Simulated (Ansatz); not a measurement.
# Au (Fm-3m) in Ansatz: convergence with wavefunction cutoff

Aim: find how far wavefunction cutoff must go before the results for Au settle, at PBE. This setting moves, with any that are tied to it; all else stays.

Program: Ansatz 0.2.0. These are calculated values, not measurements. Logs are shortened: lines on timing, memory, paths and dates and some standing lists are left out, and cuts for length are marked.

### Step 1. Starting point

It takes space group Fm-3m (No. 225, cubic). Conventional cell: a = 4.070 Å, b = 4.070 Å, c = 4.070 Å, α = 90.00°, β = 90.00°, γ = 90.00°. Around Au (site symmetry m-3m) lie 12 Au at 2.88 Å.

### Step 2. With wavefunction cutoff 400 eV

input.yaml reads:

```yaml
crystal:
  lattice:
    - [0.0, 2.035, 2.035]
    - [2.035, 0.0, 2.035]
    - [2.035, 2.035, 0.0]
  atoms:
    - { symbol: Au, position: [0.0, 0.0, 0.0] }
hamiltonian:
  xc: pbe
  pseudopotentials: { kind: paw, source: jth }
kpoints:
  mp_grid: { grid: [9, 9, 9] }
scf:
  occupations: { method: fermi_dirac, width: 0.1 }
output:
  forces: true
  stress: true
  eigenvalues: true
basis:
  ecutwfc: "400 eV"
```

Potentials or basis: JTH PAW.

Launch:

```sh
> ansatz run input.yaml --threads 2 --pin off --max-ram 5632MiB --backend cpu --events-out ev --progress --plain --runs-dir out
```

Standard output:

```text
Warning: basis.ecutwfc = 400 eV is below the records' recommended 750 eV, and the density's cutoff is lower with it unless basis.ecutrho_ratio is high enough to keep the records' density cutoff: compare with a run at a higher cutoff
Warning: the checks of this Au dataset prove no rule for summing its radial tables, as where they were carried onto another mesh than they were made on, and Gregory's rule is taken, under which a leading mesh point left out moves its sums only by what lay on the interval it spanned. That does not make them correct, and they differ from Quantum ESPRESSO's on this file; a re-export a fraction of a mesh step off can move them. hamiltonian.pseudopotentials.radial_quadrature: simpson_from_first_knot sums it by `pw.x`'s rule; on a PAW file no value gives `pw.x`'s numbers. What more to know: hamiltonian.pseudopotentials.radial_quadrature, in the input reference
Warning: RAYON_NUM_THREADS=2 ignored (pool sized by the plan → 2); use --threads N
Engine: ansatz 0.2.0, x86_64-unknown-linux-gnu
Pseudopotentials: kind: paw
Pseudopotential: Au, paw, valence charge 11, recommended cutoff 750 eV (normal), Au.paw.azcp
Functional definition: PBE
  parameter kappa = 0.804
  parameter beta = 0.06672455060314922
  exchange = pbe_x(kappa = kappa, mu = beta*pi^2/3)
  correlation = pbe_c(beta = beta)
Crystal: 1 atoms, lattice volume = 16.855 Å³
Basis set: ecut = 400 eV, 331 PW (Γ), exchange–correlation on 40×40×40 points (8 copies of the dense FFT grid, shifted against one another)
Bands: 10, of which v1, the nominal top of the filled ones, is band 6 counted from 1 (5 counted from 0)
Symmetry: 48 space group operations
Space group: Fm-3m (ITA 225), of the structure as read, at distance tolerance 2.6e-5 Å
k-points: 35 of 729
Non-local potential: Au, projectors of the file, l = 0: 2, l = 1: 2, l = 2: 2
PAW form: soft (Blöchl's): semilocal exchange-correlation on the pseudo side does not see the compensation charge
PAW one-centre angular grid: Au, 590 points (default); XC on 64 Gauss nodes
Initial density: superposition of atomic densities (chi_scale 0.1, normalization cell)
Initial wavefunctions: pseudopotential atomic-orbital guess
Functional: x = pbe(κ = 0.804, μ = 0.2195149727645171), c = pbe(β = 0.06672455060314922)
SCF iter   1: F=—  HF=-10546.383507 eV  |F-HF|=—  |Δ(HF+E_count)|=         —  Δρ=5.96e-2  dr2=6.68e-1  ethr=3.10e-3  ⟨swp⟩=9.5  Hψ=3869  notcnv=0
preconditioner: auto → none  [insulator: Δε(μ)=0.644 eV  Ē_g=15.894 eV  σ=0.100 eV  W_gap=0.85  n_scr=0 (ndim 8)  ℏωp=30.0 eV  f_vac=0.000  D(μ)=0.13/eV (n_scr^D=0)  ε∞_Penn≈4.6]
SCF iter   2: F=—  HF=-10546.156267 eV  |F-HF|=—  |Δ(HF+E_count)|=   2.27e-1  Δρ=1.69e-2  dr2=1.35e-2  ethr=3.10e-3  ⟨swp⟩=2.9  Hψ=940  notcnv=0  defer=4
SCF iter   3: F=—  HF=-10546.141928 eV  |F-HF|=—  |Δ(HF+E_count)|=   1.43e-2  Δρ=7.02e-3  dr2=5.30e-3  ethr=1.22e-4  ⟨swp⟩=2.5  Hψ=678  notcnv=0  defer=4
SCF iter   4: F=—  HF=-10546.139002 eV  |F-HF|=—  |Δ(HF+E_count)|=   2.93e-3  Δρ=2.65e-4  dr2=3.65e-6  ethr=4.82e-5  ⟨swp⟩=1.0  Hψ=346  notcnv=0  defer=4
SCF iter   5: F=—  HF=-10546.139035 eV  |F-HF|=—  |Δ(HF+E_count)|=   3.32e-5  Δρ=2.55e-4  dr2=3.57e-6  ethr=9.09e-10  ⟨swp⟩=11.4  Hψ=2749  notcnv=0
SCF iter   6: F=—  HF=-10546.139033 eV  |F-HF|=—  |Δ(HF+E_count)|=   1.48e-6  Δρ=9.35e-5  dr2=5.24e-7  ethr=3.25e-8  ⟨swp⟩=2.3  Hψ=573  notcnv=0
SCF iter   7: F=-10546.139033 eV  HF=-10546.139033 eV  |F-HF|=6.77e-8  |Δ(HF+E_count)|=   4.94e-7  Δρ=2.36e-5  dr2=2.94e-8  ethr=9.09e-10  ⟨swp⟩=6.1  Hψ=1807  notcnv=0
SCF 1 converged in 7 iterations: F = -10546.139033 eV  dr2 = 2.94e-8
SCF converged after 7 iterations
Free energy (F): -10546.139033 eV
Harris-Foulkes:  -10546.139033 eV  (|F-HF|=6.77e-8)
Internal energy: -10546.136362 eV  (E = F + TS)
E sigma→0 (E₀):  -10546.137698 eV
Entropy (-TS):   -0.002670 eV (-2.670 meV/atom)
Fermi energy:    16.345221 eV
--- Per-component energies (eV) ---
  E_band       = 132.588123
  E_kinetic    = 252.949231
  E_local      = -279.334153  (includes V_loc(G=0)·N_el)
  E_nonlocal   = 215.670180
  E_hartree    = 97.835840
  E_xc         = -81.973872
  E_vxc        = -97.420955  (∫ρ·V_xc dr)
  E_paw        = -9769.899348  (= ΣΔE_a)
  E_vpaw       = -154.946423  (= ΣTr[D̂ρ^β])
  E_aug_tail   = -0.000089  (compensation charges beyond the density's cutoff)
  E_ewald      = -981.384152
  E_smearing   = -0.002670  (= −TS)
  E_closure    = -0.000000  (closes the sum)
  Σ components = -10546.139033   (vs F -10546.139033, Δ=0.00e0)
--- Forces (eV/Å), atoms counted from 1 ---
  atom   1  Au    -0.00000000     0.00000000    -0.00000000
  max |Σ_I F_I| component: 3.08e-32 eV/Å
--- Stress (GPa, compression-positive) ---
       11.330274       0.000000      -0.000000
        0.000000      11.330274       0.000000
       -0.000000       0.000000      11.330274
  P = ⅓ Tr σ = 11.3303 GPa (113.303 kbar)
--- Band table (eV; the first three rows and the last of 35) ---
  k-point 0: bands = ["6.3646", "11.6012", "11.6012", "11.6012", "13.1438", "13.1438", "31.5294", "35.4893", "35.4893", "35.4893"]
  k-point 1: bands = ["6.7917", "11.4732", "11.7395", "11.7395", "13.0911", "13.0911", "31.8941", "33.1229", "35.9293", "35.9293"]
  k-point 2: bands = ["7.8860", "11.3776", "11.8984", "11.8984", "13.2048", "13.2048", "28.7850", "32.6452", "36.6471", "36.6471"]
  k-point 34: bands = ["10.3261", "10.8070", "11.3528", "13.1007", "14.5506", "19.9536", "22.8534", "23.6711", "26.5863", "38.7651"]
```

Wall time 0.42 s (2 threads of Intel Xeon 6975P-C (Granite Rapids), shared host); peak memory 0.25 GiB.

What came out:

- Free energy: -10546.1390 eV
- Pressure: 11.3 GPa
- Band gap on the k mesh: none (metal or under the smearing width)

### Step 3. With wavefunction cutoff 500 eV

input.yaml, as its differences from that of step 2:

```diff
@@ -19,2 +19,2 @@
 basis:
-  ecutwfc: "400 eV"
+  ecutwfc: "500 eV"
```

Potentials or basis: JTH PAW.

Launch:

```sh
> ansatz run input.yaml --threads 2 --pin off --max-ram 5632MiB --backend cpu --events-out ev --progress --plain --runs-dir out
```

Run time: 0.42 s. Hardware: 2 threads of Intel Xeon 6975P-C (Granite Rapids), shared host; peak memory 0.28 GiB.

Results:

```yaml
Free_energy: -10546.1456 eV
Pressure: 11.2 GPa
Band_gap_on_the_k_mesh: none (metal or under the smearing width)
```

### Step 4. With wavefunction cutoff 600 eV

input.yaml, as its differences from that of step 3:

```diff
@@ -19,2 +19,2 @@
 basis:
-  ecutwfc: "500 eV"
+  ecutwfc: "600 eV"
```

Launch:

```sh
> ansatz run input.yaml --threads 2 --pin off --max-ram 5632MiB --backend cpu --events-out ev --progress --plain --runs-dir out
```

Wall time 0.48 s (2 threads of Intel Xeon 6975P-C (Granite Rapids), shared host); peak memory 0.29 GiB.

Results:

* Free energy: -10546.1507 eV
* Pressure: 11.0 GPa
* Band gap on the k mesh: none (metal or under the smearing width)

### Step 5. With wavefunction cutoff 700 eV

input.yaml, as its differences from that of step 4:

```diff
@@ -19,2 +19,2 @@
 basis:
-  ecutwfc: "600 eV"
+  ecutwfc: "700 eV"
```

Launch:

```sh
> ansatz run input.yaml --threads 2 --pin off --max-ram 5632MiB --backend cpu --events-out ev --progress --plain --runs-dir out
```

Wall time 0.54 s (2 threads of Intel Xeon 6975P-C (Granite Rapids), shared host); peak memory 0.29 GiB.

Results:

| Item | Value |
| --- | --- |
| Free energy | -10546.1511 eV |
| Pressure | 11.0 GPa |
| Band gap on the k mesh | none (metal or under the smearing width) |

### Step 6. With wavefunction cutoff 850 eV

input.yaml, as its differences from that of step 5:

```diff
@@ -19,2 +19,2 @@
 basis:
-  ecutwfc: "700 eV"
+  ecutwfc: "850 eV"
```

Potentials or basis: JTH PAW.

Launch:

```sh
> ansatz run input.yaml --threads 2 --pin off --max-ram 5632MiB --backend cpu --events-out ev --progress --plain --runs-dir out
```

It took 0.63 s on 2 threads of Intel Xeon 6975P-C (Granite Rapids), shared host; peak memory 0.3 GiB.

The run converged. Its results:

```yaml
Free_energy: -10546.1522 eV
Pressure: 11.0 GPa
Band_gap_on_the_k_mesh: none (metal or under the smearing width)
```

### Step 7. With wavefunction cutoff 1000 eV

input.yaml, as its differences from that of step 6:

```diff
@@ -19,2 +19,2 @@
 basis:
-  ecutwfc: "850 eV"
+  ecutwfc: "1000 eV"
```

Launch:

```sh
> ansatz run input.yaml --threads 2 --pin off --max-ram 5632MiB --backend cpu --events-out ev --progress --plain --runs-dir out
```

It took 0.82 s on 2 threads of Intel Xeon 6975P-C (Granite Rapids), shared host; peak memory 0.31 GiB.

The run converged. Its results:

```yaml
Free_energy: -10546.1523 eV
Pressure: 11.0 GPa
Band_gap_on_the_k_mesh: none (metal or under the smearing width)
```

### Step 8. With wavefunction cutoff 1200 eV

input.yaml, as its differences from that of step 7:

```diff
@@ -19,2 +19,2 @@
 basis:
-  ecutwfc: "1000 eV"
+  ecutwfc: "1200 eV"
```

Launch:

```sh
> ansatz run input.yaml --threads 2 --pin off --max-ram 5632MiB --backend cpu --events-out ev --progress --plain --runs-dir out
```

Run time: 1 s. Hardware: 2 threads of Intel Xeon 6975P-C (Granite Rapids), shared host; peak memory 0.34 GiB.

Results (log left out):

| Property | Result |
| --- | --- |
| Free energy | -10546.1525 eV |
| Pressure | 11.0 GPa |
| Band gap on the k mesh | none (metal or under the smearing width) |

### Step 9. With wavefunction cutoff 1400 eV

input.yaml, as its differences from that of step 8:

```diff
@@ -19,2 +19,2 @@
 basis:
-  ecutwfc: "1200 eV"
+  ecutwfc: "1400 eV"
```

Potentials or basis: JTH PAW.

Launch:

```sh
> ansatz run input.yaml --threads 2 --pin off --max-ram 5632MiB --backend cpu --events-out ev --progress --plain --runs-dir out
```

Wall time 1.1 s (2 threads of Intel Xeon 6975P-C (Granite Rapids), shared host); peak memory 0.35 GiB.

It converged, with:

```yaml
Free_energy: -10546.1526 eV
Pressure: 11.0 GPa
Band_gap_on_the_k_mesh: none (metal or under the smearing width)
```

### Step 10. With wavefunction cutoff 1700 eV

input.yaml, as its differences from that of step 9:

```diff
@@ -19,2 +19,2 @@
 basis:
-  ecutwfc: "1400 eV"
+  ecutwfc: "1700 eV"
```

Launch:

```sh
> ansatz run input.yaml --threads 2 --pin off --max-ram 5632MiB --backend cpu --events-out ev --progress --plain --runs-dir out
```

Run time: 1.3 s. Hardware: 2 threads of Intel Xeon 6975P-C (Granite Rapids), shared host; peak memory 0.38 GiB.

It converged, with:

```
Free energy            : -10546.1526 eV
Pressure               : 11.0 GPa
Band gap on the k mesh : none (metal or under the smearing width)
```

### Step 11. Result

```tsv
wavefunction cutoff	energy less the tightest run, at zero smearing (meV/atom)	pressure (GPa)	SCF cycles	CPU time (s)	peak memory (GiB)
400 eV	13.58	11.33	7	0.47	0.25
500 eV	7.05	11.18	7	0.6	0.28
600 eV	1.92	11.02	7	0.65	0.29
700 eV	1.47	11.01	7	0.72	0.29
850 eV	0.43	10.98	7	0.88	0.3
1000 eV	0.29	10.97	8	1.2	0.31
1200 eV	0.13	10.97	8	1.4	0.34
1400 eV	0.05	10.97	8	1.6	0.35
1700 eV	0.00	10.97	8	2.1	0.38
```

Against the tightest run, the energy stays within 1 meV/atom from 850 eV on; the pressure stays within 0.1 GPa from 600 eV on. The tightest run that finished is the yardstick and may itself not be fully converged.
